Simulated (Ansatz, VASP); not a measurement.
## One calculation of Fe, two programs

File INCAR:

```
PREC = Accurate ; ENCUT = 520
EDIFF = 1E-6 ; ISMEAR = -1
SIGMA = 0.1 ; LREAL = F
LASPH = T ; NELM = 80
ALGO = Normal ; ISIF = 2
LWAVE = F ; LCHARG = F
GGA = CA ; NBANDS = 10
```

The input KPOINTS:

```
regular mesh
0
Gamma
  24 24 24
```

File POSCAR:

```
Fe
1.0
   -1.3498227879      1.3498227879      1.3498227879
    1.3498227879     -1.3498227879      1.3498227879
    1.3498227879      1.3498227879     -1.3498227879
Fe
1
Direct
    0.0000000000      0.0000000000      0.0000000000
```

Input for Ansatz:

```yaml
crystal:
  lattice:
    - [-1.3498227879, 1.3498227879, 1.3498227879]
    - [1.3498227879, -1.3498227879, 1.3498227879]
    - [1.3498227879, 1.3498227879, -1.3498227879]
  atoms:
    - { symbol: Fe, position: [0.0, 0.0, 0.0] }
hamiltonian:
  xc: lda
  pseudopotentials:
    kind: paw
    azcp:
      Fe: "pseudopotentials/Fe.paw.azcp"
basis:
  ecutwfc: 420
  fft_grid_basis: typed
kpoints:
  mp_grid: { grid: [24, 24, 24], shift: [0, 0, 0] }
magnetization:
  spin_polarized: false
scf:
  occupations: { method: fermi_dirac, width: 0.1 }
  lower_state_search: "off"
output:
  stress: true
  write_density: true
  write_potential: true
  elf: true
  volumetric_format: npy
```

Alike in both runs: task single point; functional LDA; k mesh 24 × 24 × 24; occupations fermi-dirac, width 0.1 eV; no spin polarisation.

```csv
,VASP,Ansatz
version,VASP 6.6.1,Ansatz 0.2.0
potentials or method,"VASP PAW LDA potentials, release 64 (Fe)","plane waves (420 eV) with PAW, scalar-relativistic"
plane-wave cutoff (eV),520,420
valence electrons in the cell,8,16
```

|  | VASP | Ansatz | Ansatz less VASP |
| --- | --- | --- | --- |
| pressure (GPa) | -0.2 | 0.1 | +0.25 |

The two sets of potentials don't hold the same shells in valence. Ansatz warned: «pseudo_functional_mismatch».

Caveats: the run has no spin polarisation, though such a crystal can be magnetic. Spin polarisation is off, so any magnetic state and its effect on volume and gap are missing.
